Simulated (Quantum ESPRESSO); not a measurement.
# ZrC (Fm-3m) in Quantum ESPRESSO: reference runs, part 2 of 2

Quantum ESPRESSO 7.5. Earlier steps stand in the parts before.

### 3 Single point, PBEsol (atoms moved at random, drawn with an rms of 0.05 Å)

Input file pw.in:

```
&CONTROL
  calculation = 'scf'
  prefix = 'pwscf'
  outdir = './tmp'
  pseudo_dir = './pseudo'
  tprnfor = .true.
  tstress = .true.
  disk_io = 'nowf'
/
&SYSTEM
  ibrav = 0
  nat = 2
  ntyp = 2
  ecutwfc = 45
  ecutrho = 360
  nbnd = 14
  occupations = 'smearing'
  smearing = 'fd'
  degauss = 0.00367493
/
&ELECTRONS
  conv_thr = 4d-10
  electron_maxstep = 120
  mixing_beta = 0.5
/
ATOMIC_SPECIES
Zr    91.2240 zr_pbesol_v1.uspp.F.UPF
C     12.0110 c_pbesol_v1.2.uspp.F.UPF
CELL_PARAMETERS angstrom
   0.0000000000    2.3650000000    2.3650000000
   2.3650000000    0.0000000000    2.3650000000
   2.3650000000    2.3650000000    0.0000000000
ATOMIC_POSITIONS crystal
Zr     0.4901410000    0.4959120000    0.5064160000
C     -0.0109390000   -0.0047220000    0.0215780000
K_POINTS automatic
10 10 10 0 0 0
```

Potentials or basis: GBRV 1.5 PBEsol.

The run is started by

```console
$ OMP_NUM_THREADS=1 mpirun -n 2 pw.x -nk 2 -in pw.in > pw.out
```

pw.out:

```text
This program is part of the open-source Quantum ESPRESSO suite
     for quantum simulation of materials; please cite
         "P. Giannozzi et al., J. Phys.:Condens. Matter 21 395502 (2009);
         "P. Giannozzi et al., J. Phys.:Condens. Matter 29 465901 (2017);
         "P. Giannozzi et al., J. Chem. Phys. 152 154105 (2020);
     in publications or presentations arising from this work. More details at

     K-points division:     npool     =       2
     Subspace diagonalization in iterative solution of the eigenvalue problem:
     a serial algorithm will be used

     G-vector sticks info
     --------------------
     sticks:   dense  smooth     PW     G-vecs:    dense   smooth      PW
     Sum        1003     499    163                20539     7391    1363

     Using Slab Decomposition

     bravais-lattice index     =            0
     lattice parameter (alat)  =       6.3204  a.u.
     unit-cell volume          =     178.5336 (a.u.)^3
     number of atoms/cell      =            2
     number of atomic types    =            2
     number of electrons       =        16.00
     number of Kohn-Sham states=           14
     kinetic-energy cutoff     =      45.0000  Ry
     charge density cutoff     =     360.0000  Ry
     scf convergence threshold =      4.0E-10
     mixing beta               =       0.5000
     number of iterations used =            8  plain     mixing
     Exchange-correlation= SLA  PW   PSX  PSC
                           (   1   4  10   8   0   0   0)

     celldm(1)=   6.320406  celldm(2)=   0.000000  celldm(3)=   0.000000
     celldm(4)=   0.000000  celldm(5)=   0.000000  celldm(6)=   0.000000

     crystal axes: (cart. coord. in units of alat)
               a(1) = (   0.000000   0.707107   0.707107 )
               a(2) = (   0.707107   0.000000   0.707107 )
               a(3) = (   0.707107   0.707107   0.000000 )

     reciprocal axes: (cart. coord. in units 2 pi/alat)
               b(1) = ( -0.707107  0.707107  0.707107 )
               b(2) = (  0.707107 -0.707107  0.707107 )
               b(3) = (  0.707107  0.707107 -0.707107 )

     PseudoPot. # 1 for Zr read from file:
     zr_pbesol_v1.uspp.F.UPF
     Pseudo is Ultrasoft + core correction, Zval = 12.0
     Generated by new atomic code, or converted to UPF format
     Using radial grid of  887 points,  6 beta functions with:
                l(1) =   0
                l(2) =   0
                l(3) =   1
                l(4) =   1
                l(5) =   2
                l(6) =   2
     Q(r) pseudized with  6 coefficients,  rinner =    1.200   1.200   1.200
                                                       1.200   1.200

     PseudoPot. # 2 for C  read from file:
     c_pbesol_v1.2.uspp.F.UPF
     Pseudo is Ultrasoft + core correction, Zval =  4.0
     Generated by new atomic code, or converted to UPF format
     Using radial grid of  721 points,  4 beta functions with:
                l(1) =   0
                l(2) =   0
                l(3) =   1
                l(4) =   1
     Q(r) pseudized with  8 coefficients,  rinner =    1.100   1.100   1.100

     atomic species   valence    mass     pseudopotential
     Zr               12.00    91.22400     Zr( 1.00)
     C                 4.00    12.01100     C ( 1.00)

     No symmetry found

   Cartesian axes

     site n.     atom                  positions (alat units)
         1        Zr     tau(   1) = (   0.7087529   0.7046722   0.6972448  )
         2        C      tau(   2) = (   0.0119190   0.0075229  -0.0110740  )

     number of k points=   504  Fermi-Dirac smearing, width (Ry)=  0.0037

     Number of k-points >= 100: set verbosity='high' to print them.

     Dense  grid:    20539 G-vectors     FFT dimensions: (  40,  40,  40)

     Smooth grid:     7391 G-vectors     FFT dimensions: (  27,  27,  27)

     Initial potential from superposition of free atoms

     starting charge      15.9980, renormalised to      16.0000

     negative rho (up, down):  6.055E-02 0.000E+00
     Starting wfcs are   17 randomized atomic wfcs

     Self-consistent Calculation

     iteration #  1     ecut=    45.00 Ry     beta= 0.50
     Davidson diagonalization with overlap
     ethr =  1.00E-02,  avg # of iterations =  2.6

     negative rho (up, down):  6.211E-02 0.000E+00

     total energy              =    -110.51272993 Ry
     estimated scf accuracy    <       0.57214098 Ry

     iteration #  2     ecut=    45.00 Ry     beta= 0.50
     Davidson diagonalization with overlap
     ethr =  3.58E-03,  avg # of iterations =  2.0

     negative rho (up, down):  6.231E-02 0.000E+00

     total energy              =    -110.67827626 Ry
     estimated scf accuracy    <       0.37660458 Ry

     iteration #  3     ecut=    45.00 Ry     beta= 0.50
     Davidson diagonalization with overlap
     ethr =  2.35E-03,  avg # of iterations =  1.2

     negative rho (up, down):  6.298E-02 0.000E+00

     total energy              =    -110.73946676 Ry
     estimated scf accuracy    <       0.00262535 Ry

     iteration #  4     ecut=    45.00 Ry     beta= 0.50
     Davidson diagonalization with overlap
     ethr =  1.64E-05,  avg # of iterations =  3.2

     negative rho (up, down):  6.344E-02 0.000E+00

     total energy              =    -110.73990595 Ry
     estimated scf accuracy    <       0.00030067 Ry

     iteration #  5     ecut=    45.00 Ry     beta= 0.50
     Davidson diagonalization with overlap
     ethr =  1.88E-06,  avg # of iterations =  2.2

     negative rho (up, down):  6.340E-02 0.000E+00

     total energy              =    -110.73990111 Ry
     estimated scf accuracy    <       0.00005394 Ry

     iteration #  6     ecut=    45.00 Ry     beta= 0.50
     Davidson diagonalization with overlap
     ethr =  3.37E-07,  avg # of iterations =  2.0

     negative rho (up, down):  6.339E-02 0.000E+00

     total energy              =    -110.73990621 Ry
     estimated scf accuracy    <       0.00000338 Ry

     iteration #  7     ecut=    45.00 Ry     beta= 0.50
     Davidson diagonalization with overlap
     ethr =  2.11E-08,  avg # of iterations =  1.8

     negative rho (up, down):  6.337E-02 0.000E+00

     total energy              =    -110.73990652 Ry
     estimated scf accuracy    <       0.00000024 Ry

     iteration #  8     ecut=    45.00 Ry     beta= 0.50
     Davidson diagonalization with overlap
     ethr =  1.53E-09,  avg # of iterations =  2.0

     negative rho (up, down):  6.337E-02 0.000E+00

     total energy              =    -110.73990656 Ry
     estimated scf accuracy    <          3.0E-09 Ry

     iteration #  9     ecut=    45.00 Ry     beta= 0.50
     Davidson diagonalization with overlap
     ethr =  1.88E-11,  avg # of iterations =  3.3

     negative rho (up, down):  6.337E-02 0.000E+00

     total energy              =    -110.73990656 Ry
     estimated scf accuracy    <          1.6E-09 Ry

     iteration # 10     ecut=    45.00 Ry     beta= 0.50
     Davidson diagonalization with overlap
     ethr =  1.02E-11,  avg # of iterations =  1.0

     negative rho (up, down):  6.337E-02 0.000E+00

     End of self-consistent calculation

     Number of k-points >= 100: set verbosity='high' to print the bands.

     the Fermi energy is    14.5896 ev

!    total energy              =    -110.73990656 Ry
     estimated scf accuracy    <          2.4E-10 Ry
     smearing contrib. (-TS)   =      -0.00022008 Ry
     internal energy E=F+TS    =    -110.73968647 Ry

     The total energy is F=E-TS. E is the sum of the following terms:
     one-electron contribution =      -8.35172662 Ry
     hartree contribution      =      12.63260637 Ry
     xc contribution           =     -21.25557574 Ry
     ewald contribution        =     -93.76499048 Ry

     convergence has been achieved in  10 iterations

     negative rho (up, down):  6.337E-02 0.000E+00

     Forces acting on atoms (cartesian axes, Ry/au):

     atom    1 type  1   force =     0.00861003    0.00835149   -0.00103414
     atom    2 type  2   force =    -0.00861003   -0.00835149    0.00103414

     Total force =     0.017026     Total SCF correction =     0.000002

     Computing stress (Cartesian axis) and pressure

     negative rho (up, down):  6.337E-02 0.000E+00
          total   stress  (Ry/bohr**3)                   (kbar)     P=      -84.34
  -0.00056709  -0.00000949   0.00000115          -83.42       -1.40        0.17
  -0.00000949  -0.00056824   0.00000111           -1.40      -83.59        0.16
   0.00000115   0.00000111  -0.00058470            0.17        0.16      -86.01

=------------------------------------------------------------------------------=
   JOB DONE.
=------------------------------------------------------------------------------=
```

It took 46 s on 2 MPI ranks of Arm Neoverse V2, shared host; peak memory 0.26 GiB.

Results:

```
Free energy            : -1506.6932 eV
Pressure               : -8.4 GPa
Largest force          : 0.310 eV/Å
Band gap on the k mesh : none (metal or under the smearing width)
```

Forces on the atoms (eV/Å):
```
Zr   0.221  0.215 -0.027
C   -0.221 -0.215  0.027
```

Stress tensor (GPa, compression positive):
```
-8.34 -0.14  0.02
-0.14 -8.36  0.02
 0.02  0.02 -8.60
```
